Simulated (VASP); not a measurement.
# TaSi2 (P6_222) in VASP: further runs

Runs on TaSi2. Level: PBE. Tasks: electric field gradients, core levels.

All numbers are computed with VASP 6.6.1; they aren't measurements. Logs are shortened: lines on timing, memory, paths and dates and some standing lists are left out, and cuts for length are marked.

## (1) Starting point

Symmetry: P6_222, No. 180, hexagonal system. Conventional cell: a = 4.780 Å, b = 4.780 Å, c = 6.564 Å, α = 90.00°, β = 90.00°, γ = 120.00°. Ta (site symmetry 222) is surrounded by 10 Si at 2.59 to 2.76 Å. Si (site symmetry 2) is surrounded by 5 Si at 2.59 to 2.76 Å and 5 Ta at 2.59 to 2.76 Å.

## (2) Electric field gradients, PBE

File INCAR:

```
SYSTEM = TaSi2
PREC = Accurate ; ENCUT = 520
EDIFF = 1E-8 ; ISMEAR = 0
SIGMA = 0.02 ; LREAL = .False.
LASPH = .True. ; NELM = 60
ALGO = Normal ; ISIF = 2
LWAVE = .False. ; LCHARG = .False.
GGA = PE ; LEFG = .True.
```

File KPOINTS:

```
Automatic mesh
0
Gamma
  5 5 3
  0 0 0
```

File POSCAR:

```
TaSi2
1.0
    4.7800000000      0.0000000000      0.0000000000
   -2.3900000000      4.1396014301      0.0000000000
    0.0000000000      0.0000000000      6.5640000000
Ta Si
3 6
Direct
    0.0000000000      0.5000000000      0.1666666667
    0.5000000000      0.5000000000      0.8333333333
    0.5000000000      0.0000000000      0.5000000000
    0.3333000000      0.1666500000      0.1666666667
    0.1666500000      0.8333500000      0.8333333333
    0.8333500000      0.6667000000      0.5000000000
    0.6667000000      0.8333500000      0.1666666667
    0.8333500000      0.1666500000      0.8333333333
    0.1666500000      0.3333000000      0.5000000000
```

Potentials or basis: VASP PAW PBE potentials, release 64 (Ta_pv, Si).

On the command line:

```
cat potpaw_PBE.64/Ta_pv/POTCAR potpaw_PBE.64/Si/POTCAR > POTCAR
mpirun -np 1 vasp_std > vasp.out
```

OUTCAR:

```text
SYSTEM = TaSi2
   PREC = Accurate
   ENCUT = 520
   EDIFF = 1E-8
   ISMEAR = 0
   LREAL = .False.
   LASPH = .True.
   NELM = 60
   ISIF = 2
   GGA = PE

 ion  position               nearest neighbor table
   1  0.000  0.500  0.167-   6 2.59   9 2.59   8 2.59   5 2.59   4 2.76   7 2.76   4 2.76   7 2.76
                             7 2.76   4 2.76   3 3.24   3 3.24   2 3.24   2 3.24
   2  0.500  0.500  0.833-   6 2.59   9 2.59   7 2.59   4 2.59   5 2.76   8 2.76   5 2.76   8 2.76
                             8 2.76   5 2.76   3 3.24   3 3.24   1 3.24   1 3.24
   3  0.500  0.000  0.500-   4 2.59   7 2.59   5 2.59   8 2.59   9 2.76   6 2.76   9 2.76   6 2.76
                             9 2.76   6 2.76   2 3.24   1 3.24   2 3.24   1 3.24
   4  0.333  0.167  0.167-   9 2.59   5 2.59   3 2.59   2 2.59   7 2.76   1 2.76   1 2.76   1 2.76
                             7 2.76   7 2.76
   5  0.167  0.833  0.833-   6 2.59   4 2.59   3 2.59   1 2.59   8 2.76   2 2.76   2 2.76   2 2.76
                             8 2.76   8 2.76
   6  0.833  0.667  0.500-   5 2.59   7 2.59   1 2.59   2 2.59   9 2.76   3 2.76   3 2.76   3 2.76
                             9 2.76   9 2.76
   7  0.667  0.833  0.167-   6 2.59   8 2.59   3 2.59   2 2.59   4 2.76   1 2.76   1 2.76   1 2.76
                             4 2.76   4 2.76
   8  0.833  0.167  0.833-   9 2.59   7 2.59   3 2.59   1 2.59   5 2.76   2 2.76   2 2.76   2 2.76
                             5 2.76   5 2.76
   9  0.167  0.333  0.500-   8 2.59   4 2.59   1 2.59   2 2.59   6 2.76   3 2.76   3 2.76   3 2.76
                             6 2.76   6 2.76

  LATTYP: Found a hexagonal cell.
 ALAT       =     4.7800000000
 C/A-ratio  =     1.3732217573

  Lattice vectors:

 A1 = (   4.7800000000,   0.0000000000,   0.0000000000)
 A2 = (  -2.3900000000,   4.1396014301,   0.0000000000)
 A3 = (   0.0000000000,   0.0000000000,   6.5640000000)

Analysis of symmetry for initial positions (statically):
=====================================================================
 Subroutine PRICEL returns:
 Original cell was already a primitive cell.

 Routine SETGRP: Setting up the symmetry group for a
 hexagonal supercell.

 Subroutine GETGRP returns: Found 12 space group operations
 (whereof  4 operations were pure point group operations)
 out of a pool of 24 trial point group operations.

The static configuration has the point symmetry D_2 .
 The point group associated with its full space group is D_6 .

Analysis of symmetry for dynamics (positions and initial velocities):
=====================================================================
 Subroutine PRICEL returns:
 Original cell was already a primitive cell.

 Routine SETGRP: Setting up the symmetry group for a
 hexagonal supercell.

 Subroutine GETGRP returns: Found 12 space group operations
 (whereof  4 operations were pure point group operations)
 out of a pool of 24 trial point group operations.

The dynamic configuration has the point symmetry D_2 .
 The point group associated with its full space group is D_6 .

 Subroutine INISYM returns: Found 12 space group operations
 (whereof  4 operations are pure point group operations),
 and found     1 'primitive' translations

----------------------------------------------------------------------------------------

                                     Primitive cell

  volume of cell :     129.8838

  direct lattice vectors                    reciprocal lattice vectors
     4.780000000  0.000000000  0.000000000     0.209205021  0.120784575  0.000000000
    -2.390000000  4.139601430  0.000000000     0.000000000  0.241569150  0.000000000
     0.000000000  0.000000000  6.564000000     0.000000000  0.000000000  0.152346130

  length of vectors
     4.780000000  4.780000000  6.564000000     0.241569150  0.241569150  0.152346130

  position of ions in fractional coordinates (direct lattice)
     0.000000000  0.500000000  0.166666667
     0.500000000  0.500000000  0.833333333
     0.500000000  0.000000000  0.500000000
     0.333300000  0.166650000  0.166666667
     0.166650000  0.833350000  0.833333333
     0.833350000  0.666700000  0.500000000
     0.666700000  0.833350000  0.166666667
     0.833350000  0.166650000  0.833333333
     0.166650000  0.333300000  0.500000000

  ion indices of the primitive-cell ions
   primitive index   ion index
                 1           1
                 2           2
                 3           3
                 4           4
                 5           5
                 6           6
                 7           7
                 8           8
                 9           9

----------------------------------------------------------------------------------------

 KPOINTS: Automatic mesh

Automatic generation of k-mesh.
 Grid dimensions read from file:
 generate k-points for:    5    5    3

 Generating k-lattice:

[... 36 lines left out ...]
 SYSTEM =  TaSi2
   PREC   = accura    normal or accurate (medium, high low for compatibility)
   ISTART =      0    job   : 0-new  1-cont  2-samecut
   ICHARG =      2    charge: 1-file 2-atom 10-const
   ISPIN  =      1    spin polarized calculation?
   LNONCOLLINEAR =      F non collinear calculations
   LSORBIT =      F    spin-orbit coupling
   LASPH  =      T    aspherical Exc in radial PAW
   ENCUT  =  520.0 eV  38.22 Ry    6.18 a.u.   8.89  8.89 12.20*2*pi/ulx,y,z
   NELM   =     60;   NELMIN=  2; NELMDL= -5     # of ELM steps
   EDIFF  = 0.1E-07   stopping-criterion for ELM
   LREAL  =      F    real-space projection
   EDIFFG = 0.1E-06   stopping-criterion for IOM
   NSW    =      0    number of steps for IOM
   IBRION =     -1    ionic relax: 0-MD 1-quasi-New 2-CG
   NFREE  =      0    steps in history (QN), initial steepest desc. (CG)
   ISIF   =      2    stress and relaxation
   ISYM   =      2    0-nonsym 1-usesym 2-fastsym
   POTIM  = 0.5000    time-step for ionic-motion
   TEBEG  =    0.0;   TEEND  =   0.0 temperature during run
   PSTRESS=    0.0 pullay stress
   NELECT =      57.0000    total number of electrons
   NUPDOWN=      -1.0000    fix difference up-down
   EMIN   =  10.00;   EMAX   =-10.00  energy-range for DOS
   EFERMI =   0.00;   METHOD = LEGACY
   ISMEAR =     0;   SIGMA  =   0.02  broadening in eV -4-tet -1-fermi 0-gaus
   EFERMI_NEDOS =   21; number of points for ismear=-14 and -15
   IALGO  =     38    algorithm
   IMIX   =      4    mixing-type and parameters
     AMIX     =   0.40;   BMIX     =  1.00
     AMIX_MAG =   1.60;   BMIX_MAG =  1.00
  volume/ion in A,a.u.               =      14.43        97.39
  Fermi-wavevector in a.u.,A,eV,Ry     =   1.244079  2.350969 21.058195  1.547734
  Thomas-Fermi vector in A             =   2.378362
   LORBIT       =      0    0 simple, 1 ext, 2 COOP (PROOUT), +10 PAW based schemes
   GGA     = PE    functional components
   LHFCALC =     F    Hartree Fock is set to
   AEXX    =    0.0000 exact exchange contribution
   IVDW    =     0    specifies the selected vdW correction
   LEPSILON=     F    determine dielectric tensor
   LRPA    =     F    only Hartree local field effects (RPA)
 non-spin polarized calculation
 Gauss-broadening in eV      SIGMA  =   0.02
  energy-cutoff  :      520.00
  volume of cell :      129.88
 maximum number of plane-waves:      3523
 NGX is ok and might be reduce to    36
   NGX = 17   NGY = 17   NGZ = 25

 number of electron      57.0000001 magnetization

 Free energy of the ion-electron system (eV)
  ---------------------------------------------------
  ext. energy  EPLUGINS =         0.00000000
  ---------------------------------------------------
  free energy    TOTEN  =       -72.01837718 eV

  energy without entropy =      -72.01599287  energy(sigma->0) =      -72.01718502

 E-fermi :   9.3894     XC(G=0): -12.0875

 val. band max:        9.3816906294   @ k =   0.2000   0.0000   0.3333
 cond. band min:       9.3953309810   @ k =   0.4000  -0.0000   0.0000
 fundamental gap:      0.0136403516
 Fermi energy:         9.3893749238

 k-point     1 :       0.0000    0.0000    0.0000
  band No.  band energies     occupation
      1     -24.9776      2.00000
      2     -24.9776      2.00000
      3     -24.9775      2.00000
      4     -24.8751      2.00000
      5     -24.8751      2.00000
      6     -24.8125      2.00000
[... 359 lines left out ...]
     33      11.8615      0.00000
     34      12.0037      0.00000

------------------------ aborting loop because EDIFF is reached ----------------------------------------

  FORCE on cell =-STRESS in cart. coord.  units (eV):
  Direction    XX          YY          ZZ          XY          YZ          ZX
  --------------------------------------------------------------------------------------
  -------------------------------------------------------------------------------------
  Total        2.0998348      2.0998348      4.6498309     -0.0000000      0.0000000      0.0000000
  in kB       25.9024418     25.9024418     57.3578347     -0.0000000      0.0000000      0.0000000
  external PRESSURE =      36.3875728 kB  Pullay stress =       0.0000000 kB

 VOLUME and BASIS-vectors are now :
 -----------------------------------------------------------------------------
  energy-cutoff  :      520.00
  volume of cell :      129.88
      direct lattice vectors                 reciprocal lattice vectors
     4.780000000  0.000000000  0.000000000     0.209205021  0.120784575  0.000000000
    -2.390000000  4.139601430  0.000000000     0.000000000  0.241569150  0.000000000
     0.000000000  0.000000000  6.564000000     0.000000000  0.000000000  0.152346130

 POSITION                                       TOTAL-FORCE (eV/Angst)
 -----------------------------------------------------------------------------------
     -1.19500      2.06980      1.09400         0.000000     -0.000000     -0.000000
      1.19500      2.06980      5.47000         0.000000      0.000000     -0.000000
      2.39000      0.00000      3.28200         0.000000      0.000000     -0.000000
      1.19488      0.68986      1.09400        -0.687594     -0.396982      0.000000
     -1.19512      3.44974      5.47000        -0.687594      0.396982      0.000000
      2.39000      2.75987      3.28200         0.000000      0.793965     -0.000000
      1.19512      3.44974      1.09400         0.687594      0.396982      0.000000
      3.58512      0.68986      5.47000         0.687594     -0.396982      0.000000
     -0.00000      1.37973      3.28200         0.000000     -0.793965     -0.000000
 -----------------------------------------------------------------------------------
    total drift:                                0.000000      0.000000      0.000000

  FREE ENERGIE OF THE ION-ELECTRON SYSTEM (eV)
  ---------------------------------------------------
  free  energy   TOTEN  =       -72.0183771773 eV

  energy  without entropy=      -72.0159928704  energy(sigma->0) =      -72.01718502

 Electric field gradients (V/A^2)
---------------------------------------------------------------------
 ion       V_xx      V_yy      V_zz      V_xy      V_xz      V_yz
---------------------------------------------------------------------
   1      22.487   -11.608   -10.879    29.528    -0.000    -0.000
   2      22.487   -11.608   -10.879   -29.527     0.000     0.000
   3     -28.657    39.536   -10.879     0.001     0.000     0.000
   4       6.557     5.998   -12.555     0.484   -13.840    23.972
   5       6.557     5.998   -12.555    -0.484    13.840    23.972
   6       5.718     6.836   -12.555     0.000    27.680     0.000
   7       6.557     5.998   -12.555     0.484    13.840   -23.972
   8       6.557     5.998   -12.555    -0.484   -13.840   -23.972
   9       5.718     6.836   -12.555     0.000   -27.680    -0.000
---------------------------------------------------------------------

 Electric field gradients after diagonalization (V/A^2)
 (convention: |V_zz| > |V_xx| > |V_yy|)
----------------------------------------------------------------------
 ion       V_xx      V_yy      V_zz     asymmetry (V_yy - V_xx)/ V_zz
----------------------------------------------------------------------
   1     -28.657   -10.879    39.536       0.450
   2     -28.656   -10.879    39.535       0.450
   3     -28.657   -10.879    39.536       0.450
   4      25.731     6.836   -32.567       0.580
   5      25.731     6.836   -32.567       0.580
   6      25.731     6.836   -32.567       0.580
   7      25.731     6.836   -32.567       0.580
   8      25.731     6.836   -32.567       0.580
   9      25.731     6.836   -32.567       0.580
----------------------------------------------------------------------

           NMR quadrupolar parameters

 Cq : quadrupolar parameter    Cq=e*Q*V_zz/h
 eta: asymmetry parameters     (V_yy - V_xx)/ V_zz
 Q  : nuclear electric quadrupole moment in mb (millibarn)
----------------------------------------------------------------------
 ion       Cq(MHz)       eta       Q (mb)
----------------------------------------------------------------------
   1       0.096       0.450       1.000
   2       0.096       0.450       1.000
   3       0.096       0.450       1.000
   4      -0.079       0.580       1.000
   5      -0.079       0.580       1.000
   6      -0.079       0.580       1.000
   7      -0.079       0.580       1.000
   8      -0.079       0.580       1.000
   9      -0.079       0.580       1.000
----------------------------------------------------------------------
```

Wall time 2 min (1 thread of AMD EPYC 7R43 (Zen 3), shared host); peak memory 0.2 GiB.

Results:

| Item | Value |
| --- | --- |
| Free energy | -72.0184 eV |
| Pressure | 3.6 GPa |
| Largest force | 0.794 eV/Å |
| Band gap on the k mesh | none (metal or under the smearing width) |

Forces on the atoms (eV/Å):
```
Ta   0.000  0.000  0.000
Ta   0.000  0.000  0.000
Ta   0.000  0.000  0.000
Si  -0.688 -0.397  0.000
Si  -0.688  0.397  0.000
Si   0.000  0.794  0.000
Si   0.688  0.397  0.000
Si   0.688 -0.397  0.000
Si   0.000 -0.794  0.000
```

Levels at points of the mesh, in eV from the Fermi level:
```
           k point  band 27  band 28  band 29  band 30  band 31  band 32
(0.00, 0.00, 0.00)    -2.26    -2.24    -1.79     0.57     3.14     3.14
```

Electric field gradients, principal values (V/Å²):
| atom | Vxx | Vyy | Vzz |
| --- | --- | --- | --- |
| 1 Ta | -10.879 | -28.657 | 39.536 |
| 2 Ta | -10.879 | -28.656 | 39.535 |
| 3 Ta | -10.879 | -28.657 | 39.536 |
| 4 Si | 6.836 | 25.731 | -32.567 |
| 5 Si | 6.836 | 25.731 | -32.567 |
| 6 Si | 6.836 | 25.731 | -32.567 |
| 7 Si | 6.836 | 25.731 | -32.567 |
| 8 Si | 6.836 | 25.731 | -32.567 |
| 9 Si | 6.836 | 25.731 | -32.567 |

Caveat: the cell's inner coordinates are idealised or old, which leaves forces on the atoms.

(Continued in part 2 of 2.)
